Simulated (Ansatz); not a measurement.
## A strain series on AgCl (CsCl type): biaxial in x and y, z held

AgCl, CsCl type, relaxed with r2SCAN in the PAW code Ansatz, then strained (biaxial in x and y, z held; changes of length per length, axes as in the cell below) with the atoms relaxed again within the symmetry that is left. It is cubic, Pm-3m (No. 221); conventional cell a = 3.396 Å, 19.58 Å³ an atom. Around Ag lie 8 Cl at 2.94 Å; around Cl lie 8 Ag at 2.94 Å. Simulation only: spin-unpolarised, and no claim that this is the phase found in nature.

```yaml
crystal:
  lattice:
    - [3.39559, 0.00000, 0.00000]
    - [0.00000, 3.39559, 0.00000]
    - [0.00000, 0.00000, 3.39559]
  atoms:
    - { symbol: Ag, position: [0.00000, 0.00000, 0.00000] }
    - { symbol: Cl, position: [0.50000, 0.50000, 0.50000] }
```

Gaps are the least over each mesh (PBE 8×8×8, r2SCAN 8×8×8, HSE06 6×6×6 when unstrained) and the special points, which keep their unstrained names; stress is the change from the unstrained cell, compression positive.

```tsv
strain (%)	gap, PBE (eV)	gap, r2SCAN (eV)	gap, HSE06 (eV)	edges, HSE06	in-plane stress, r2SCAN (GPa)	energy rise, r2SCAN (meV/atom)
-5.31	0.585	1.254	2.016	X → Γ	+9.48	53.3
0.0	0.585	1.227	2.010	X → Γ	0.00	0.0
+1.85	0.547	1.177	1.960	X → Γ	-2.23	5.5
+4.37	0.492	1.103	1.883	X → Γ	-4.62	27.9
```

Between zero and the nearest strains the slope of the HSE06 gap against strain is -0.001 eV per percent for negative and -0.027 for positive strain.

Spin-orbit coupling is left out.

The meshes of the hybrids are coarse, so their gaps aren't converged to the digits shown.
